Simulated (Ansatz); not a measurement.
Ansatz 0.2.0, vacancy hop by nudged elastic band: BeSe

Launch command:

```bash
ansatz run input.yaml --threads 4 --pin off --max-ram 8192MiB --backend cpu --events-out ev --progress --plain --runs-dir out
```

The input file (Ansatz 0.2.0, plane waves):

```yaml
crystal:
  lattice:
    - [0.0, 5.116466, 5.116466]
    - [5.116466, 0.0, 5.116466]
    - [5.116466, 5.116466, 0.0]
  atoms:
    - { symbol: Be, position: [0.00276557, 0.00035028, 7.762e-05] }
    - { symbol: Se, position: [0.13031781, 0.1190729, 0.1291513] }
    - { symbol: Be, position: [-0.00087781, -0.00287084, 0.50333471] }
    - { symbol: Se, position: [0.12283543, 0.12719559, 0.62188663] }
    - { symbol: Be, position: [-0.00280126, 0.50187207, -0.00274047] }
    - { symbol: Se, position: [0.11879087, 0.62231625, 0.13443427] }
    - { symbol: Se, position: [0.12458012, 0.62581518, 0.62797723] }
    - { symbol: Be, position: [0.50123851, -0.00088639, 0.00235767] }
    - { symbol: Se, position: [0.62353208, 0.1210777, 0.12837893] }
    - { symbol: Be, position: [0.5008174, -0.00358056, 0.50310931] }
    - { symbol: Se, position: [0.6260105, 0.12437712, 0.62514928] }
    - { symbol: Be, position: [0.50035335, 0.50292249, 0.00269945] }
    - { symbol: Se, position: [0.62573928, 0.63025884, 0.12214002] }
    - { symbol: Be, position: [0.49686248, 0.49951998, 0.50629117] }
    - { symbol: Se, position: [0.62683447, 0.62337669, 0.62548725] }
kpoints:
  mp_grid: { grid: [3, 3, 3] }
magnetization:
  spin_polarized: false
scf:
  occupations: { method: gaussian, width: 0.1 }
hamiltonian:
  pseudopotentials: { kind: paw }
  xc: pbesol
basis:
  ecutwfc: 420
neb:
  images: 5
  relax_end_points: true
  climbing: true
  f_tol: 0.05
  max_iterations: 40
  order_check: false
  final_atoms:
    - { symbol: Be, position: [0.00276557, 0.00035028, 7.762e-05] }
    - { symbol: Se, position: [0.13031781, 0.1190729, 0.1291513] }
    - { symbol: Be, position: [-0.00087781, -0.00287084, 0.50333471] }
    - { symbol: Se, position: [0.12283543, 0.12719559, 0.62188663] }
    - { symbol: Be, position: [-0.00280126, 0.50187207, -0.00274047] }
    - { symbol: Se, position: [0.11879087, 0.62231625, 0.13443427] }
    - { symbol: Se, position: [0.12458012, 0.62581518, 0.62797723] }
    - { symbol: Be, position: [0.50123851, -0.00088639, 0.00235767] }
    - { symbol: Se, position: [0.62353208, 0.1210777, 0.12837893] }
    - { symbol: Be, position: [0.5008174, -0.00358056, 0.50310931] }
    - { symbol: Se, position: [0.6260105, 0.12437712, 0.62514928] }
    - { symbol: Be, position: [1.00255745, 0.50152688, -0.49380797] }
    - { symbol: Se, position: [0.62573928, 0.63025884, 0.12214002] }
    - { symbol: Be, position: [0.49686248, 0.49951998, 0.50629117] }
    - { symbol: Se, position: [0.62683447, 0.62337669, 0.62548725] }
```

Origin of the cell: a database entry, scaled a little.

The cell is 2×2×2 cells of BeSe with one Be taken out; atom 12 (Be) hops into the empty site, 3.61 Å away before the end points are relaxed. All atoms were shaken by about 0.02 Å first.

Output (shortened):

```
Warning: neb: disabling space-group detection — the band's intermediate images generally break the endpoint symmetry, so no spatial operation reduces the k-mesh or symmetrises the density, ex […]
Pseudopotentials: kind: paw
Pseudopotential: Be, paw, valence charge 2, recommended cutoff 420 eV (normal), Be.paw.azcp
Pseudopotential: Se, paw, valence charge 16, recommended cutoff 420 eV (normal), Se.paw.azcp
Functional definition: PBEsol
  exchange = pbesol_x
  correlation = pbesol_c
parallel-image band execution: 4 concurrent image workers
NEB image 0
Crystal: 15 atoms, lattice volume = 267.880 Å³
Basis set: ecut = 420 eV, 5209 PW (Γ), exchange–correlation on 100×100×100 points (8 copies of the dense FFT grid, shifted against one another)
Bands: 86, of which v1, the nominal top of the filled ones, is band 71 counted from 1 (70 counted from 0)
Symmetry: 1 space group operations
k-points: 14 of 27 (time reversal used)
[… 6 lines left out …]
Initial density: superposition of atomic densities (neutral atoms: chi_scale 0, normalization atom), corrected by the library's trained network
Functional: x = pbesol(κ = 0.804, μ = 0.123457), c = pbesol(β = 0.046)
SCF iter   1: F=—  HF=-44035.638870 eV  Δρ=3.54e-3  dr2=4.38e-2  defer=89
SCF iter   2: F=—  HF=-44035.623691 eV  Δρ=1.40e-3  dr2=6.26e-3  defer=104
SCF iter   3: F=—  HF=-44035.621546 eV  Δρ=4.06e-4  dr2=8.32e-4  defer=104
[… 3 lines left out …]
SCF iter   7: F=—  HF=-44035.621507 eV  Δρ=1.37e-5  dr2=1.49e-6  defer=104
SCF iter   8: F=—  HF=-44035.621507 eV  Δρ=5.79e-6  dr2=1.62e-7  defer=104
SCF iter   9: F=-44035.621507 eV  HF=-44035.621507 eV  Δρ=2.06e-6  dr2=1.73e-8
NEB iter   1: max|band force component| = 5.171e1 eV/Å  barrier→ = 14.1554 eV  barrier← = 14.1554 eV  Δτ_max = 0.1986 Å  (81 SCF iters)
NEB iter   2: max|band force component| = 2.151e1 eV/Å  barrier→ = 5.9360 eV  barrier← = 5.9360 eV  Δτ_max = 0.1352 Å  (48 SCF iters)
NEB iter   3: max|band force component| = 1.061e1 eV/Å  barrier→ = 3.3264 eV  barrier← = 3.3263 eV  Δτ_max = 0.1761 Å  (46 SCF iters)
NEB iter   4: max|band force component| = 5.044e0 eV/Å  barrier→ = 2.1088 eV  barrier← = 2.1088 eV  Δτ_max = 0.1325 Å  (44 SCF iters)
NEB iter   5: max|band force component| = 2.105e0 eV/Å  barrier→ = 1.6531 eV  barrier← = 1.6531 eV  Δτ_max = 0.2000 Å  (43 SCF iters)
NEB iter   6: max|band force component| = 8.292e-1 eV/Å  barrier→ = 1.5143 eV  barrier← = 1.5143 eV  Δτ_max = 0.1967 Å  (45 SCF iters)
NEB iter   7: max|band force component| = 1.116e0 eV/Å  barrier→ = 1.4850 eV  barrier← = 1.4850 eV  Δτ_max = 0.1020 Å  (47 SCF iters)
NEB iter   8: max|band force component| = 5.819e-1 eV/Å  barrier→ = 1.4578 eV  barrier← = 1.4578 eV  Δτ_max = 0.1007 Å  (42 SCF iters)
NEB iter   9: max|band force component| = 5.954e-1 eV/Å  barrier→ = 1.4638 eV  barrier← = 1.4638 eV  Δτ_max = 0.0502 Å  (39 SCF iters)
NEB iter  10: max|band force component| = 4.357e-1 eV/Å  barrier→ = 1.4509 eV  barrier← = 1.4509 eV  CI = image 3  Δτ_max = 0.0500 Å  (35 SCF iters)
[… 12 lines left out …]
NEB iter  23: max|band force component| = 1.053e0 eV/Å  barrier→ = 0.5873 eV  barrier← = 0.5873 eV  CI = image 1  Δτ_max = 0.2000 Å  (38 SCF iters)
NEB iter  24: max|band force component| = 6.436e-1 eV/Å  barrier→ = 0.5872 eV  barrier← = 0.5872 eV  CI = image 1  Δτ_max = 0.1999 Å  (39 SCF iters)
NEB iter  25: max|band force component| = 2.240e-1 eV/Å  barrier→ = 0.5872 eV  barrier← = 0.5872 eV  CI = image 1  Δτ_max = 0.1008 Å  (34 SCF iters)
NEB iter  26: max|band force component| = 2.795e-1 eV/Å  barrier→ = 0.5872 eV  barrier← = 0.5872 eV  CI = image 1  Δτ_max = 0.0504 Å  (29 SCF iters)
NEB iter  27: max|band force component| = 1.829e-1 eV/Å  barrier→ = 0.5872 eV  barrier← = 0.5872 eV  CI = image 1  Δτ_max = 0.0268 Å  (26 SCF iters)
NEB iter  28: max|band force component| = 1.303e-1 eV/Å  barrier→ = 0.5872 eV  barrier← = 0.5872 eV  CI = image 1  Δτ_max = 0.0958 Å  (22 SCF iters)
NEB iter  29: max|band force component| = 8.095e-2 eV/Å  barrier→ = 0.5872 eV  barrier← = 0.5872 eV  CI = image 1  Δτ_max = 0.0430 Å  (24 SCF iters)
NEB iter  30: max|band force component| = 7.189e-2 eV/Å  barrier→ = 0.5872 eV  barrier← = 0.5872 eV  CI = image 1  Δτ_max = 0.0708 Å  (22 SCF iters)
NEB iter  31: max|band force component| = 8.489e-2 eV/Å  barrier→ = 0.5872 eV  barrier← = 0.5872 eV  CI = image 1  Δτ_max = 0.0328 Å  (28 SCF iters)
NEB iter  32: max|band force component| = 1.475e-2 eV/Å  barrier→ = 0.5872 eV  barrier← = 0.5872 eV  CI = image 1  Δτ_max = 0.0000 Å  (26 SCF iters)
--- NEB band (7 images, 32 band iterations, 1230 SCF iterations, 30 more in tests of the images' electronic states and relaxations of end points) ---
  forward barrier  = 0.587217 eV
  backward barrier = 0.587210 eV
  lagrangian_above_aufbau_ev (what the smearing adds, to first order; not taken off the barriers): saddle image -0.009484 eV, end points -0.024333 and -0.024362 eV
  climbing image's point = of an order that was not read
  energies are F+E_penalty+E_count in eV, relative to image 0
  image     s (Å)  Δ vs image 0  max|band force component| (eV/Å)
      0    0.0000      0.000000                                 —
  *   1    1.1108      0.587217                          5.523e-5
      2    1.9907      0.551357                          6.173e-3
      3    2.8728      0.511284                          1.144e-2
      4    3.7585      0.139991                          4.779e-3
      5    4.6451      0.173072                          1.475e-2
      6    5.5304      0.000007                                 —
```

The converged band:

```tsv
image	path over all atoms (Å)	ΔF (eV)	Be x	y	z (Å)
0	0.00	0.000	2.57	2.56	5.11
1	1.11	0.587	2.08	2.70	5.60
2	1.99	0.551	1.55	3.09	6.13
3	2.87	0.511	0.96	3.28	6.72
4	3.76	0.140	0.36	3.11	7.32
5	4.65	0.173	-0.10	2.89	7.78
6	5.53	0.000	0.01	2.56	7.67
```

Relaxed start, forces in eV/Å:

```xyz
15
Lattice="0.000 5.116 5.116 5.116 0.000 5.116 5.116 5.116 0.000" Properties=species:S:1:pos:R:3:forces:R:3 pbc="T T T" image=0
Be   -0.003    0.010   -0.005   -0.001   -0.002    0.002
Se    1.286    1.288    1.275    0.000   -0.001    0.000
Be    2.565    2.576   -0.004   -0.002    0.004   -0.002
Se    3.842    3.849    1.273    0.002    0.000    0.000
Be    2.565    0.009    2.564    0.001    0.002   -0.002
Se    3.843    1.287    3.834   -0.001   -0.001    0.001
Se    6.404    3.848    3.835    0.000   -0.001    0.002
Be    0.007    2.567    2.554    0.002    0.000    0.002
Se    1.286    3.846    3.833   -0.001   -0.001    0.000
Be    2.565    5.126    2.545    0.001   -0.001   -0.003
Se    3.845    6.405    3.833    0.000    0.000    0.000
Be    2.566    2.557    5.112   -0.001    0.002    0.001
Se    3.844    3.846    6.391    0.000    0.001   -0.001
Be    5.134    5.126    5.113   -0.001   -0.001    0.000
Se    6.404    6.404    6.390    0.000   -0.001    0.000
```

Highest image (1), forces in eV/Å:

```xyz
15
Lattice="0.000 5.116 5.116 5.116 0.000 5.116 5.116 5.116 0.000" Properties=species:S:1:pos:R:3:forces:R:3 pbc="T T T" image=1
Be    0.019    0.072   -0.102    0.000    0.000    0.000
Se    1.328    1.315    1.234    0.000    0.000    0.000
Be    2.553    2.717    0.008    0.000    0.000    0.000
Se    3.843    4.013    1.220    0.000    0.000    0.000
Be    2.663    0.072    2.542    0.000    0.000    0.000
Se    4.240    1.362    3.438    0.000    0.000    0.000
Se    6.458    4.013    3.835    0.000    0.000    0.000
Be   -0.019    2.430    2.580    0.000    0.000    0.000
Se    1.277    3.692    3.884    0.000    0.000    0.000
Be    2.576    5.037    2.647    0.000    0.000    0.000
Se    3.776    6.395    3.902    0.000    0.000    0.000
Be    2.078    2.700    5.600    0.000    0.000    0.000
Se    3.794    3.692    6.401    0.000    0.000    0.000
Be    5.031    5.037    5.102    0.000    0.000    0.000
Se    6.113    6.201    6.681    0.000    0.000    0.000
```

Relaxed end, forces in eV/Å:

```xyz
15
Lattice="0.000 5.116 5.116 5.116 0.000 5.116 5.116 5.116 0.000" Properties=species:S:1:pos:R:3:forces:R:3 pbc="T T T" image=6
Be    0.008    0.011   -0.014   -0.001    0.000   -0.003
Se    1.287    1.290    1.275    0.001    0.000    0.000
Be    2.566    2.569   -0.004    0.000    0.002    0.002
Se    3.845    3.849    1.275   -0.001   -0.001   -0.002
Be    2.576    0.011    2.553    0.003    0.002    0.002
Se    3.846    1.289    3.831    0.002   -0.003    0.000
Se    6.404    3.849    3.834   -0.001   -0.001    0.001
Be    0.008    2.580    2.554    0.001   -0.001    0.000
Se    1.286    3.849    3.832   -0.004    0.003    0.000
Be    2.556    5.127    2.555   -0.001    0.001   -0.003
Se    3.845    6.407    3.834   -0.001    0.001    0.000
Be    0.007    2.560    7.671    0.001   -0.003   -0.001
Se    3.846    3.849    6.392    0.001    0.004    0.003
Be    5.125    5.128    5.123   -0.001   -0.003    0.000
Se    6.401    6.405    6.394    0.001   -0.001    0.001
```

Barrier of this path: 0.59 eV forwards, 0.59 eV backwards, after 32 band iterations.

Caveats: the k mesh is coarse if the cell is a metal; a small cell with a neutral vacancy and no spin, whose shape can make like sites unlike; the cell is held at a rescaled volume, and strain moves barriers; the hop was drawn among near neighbours and need not be the easiest path; few images and a loose tolerance, and neither the top nor the ends were tested for their order; the path has more than one hump.

The run took 14 min on 4 threads of Intel(R) Xeon(R) 6975P-C (Granite Rapids) (shared host), peak memory 2.4 GiB, from the program's own first density.
